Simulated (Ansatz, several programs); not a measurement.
MgS built on the CsCl prototype, relaxed with PBE in Ansatz (plane waves, PAW): space group Pm-3m (No. 221), cubic; conventional cell a = 3.274 Å, 17.55 Å³ an atom. Mg has 8 S at 2.84 Å; S has 8 Mg at 2.84 Å. The cell was then scaled with its shape and fractional coordinates held. No spin polarisation. The prototype was imposed, so other structures may be more stable.

| V (Å³/atom) | E (meV/atom) |
| --- | --- |
| 16.495 | 14.25 |
| 17.021 | 3.32 |
| 17.547 | 0.00 |
| 18.600 | 12.41 |

**Question.** Pass a cubic E = c₀ + c₁u + c₂u² + c₃u³, with u = V − 17.416 Å³, through these points.

**Answer.** c₀ = 0.17, c₁ = -2.889, c₂ = 12.463, c₃ = -1.0885 (meV and Å³).

**Question.** Where is the minimum, and what bulk modulus follows?

**Answer.** dE/du = 0 at u = +0.118, so V₀ = 17.53 Å³. B = V₀ d²E/dV² = 17.53 × (2c₂ + 6c₃u) = 17.53 × 24.156 = 424 meV/Å³, and 1 meV/Å³ is 0.16022 GPa: 68 GPa. A third-order Birch-Murnaghan fit to all five points gives 17.54 Å³ and 67 GPa.

**Question.** Predict the energy and the pressure at the withheld volume, 18.074 Å³.

**Answer.** With u = +0.658: E ≈ 3.35 meV and P = −dE/dV ≈ -1.94 GPa. The run gives 3.29 meV and, from its stress, -1.92 GPa.
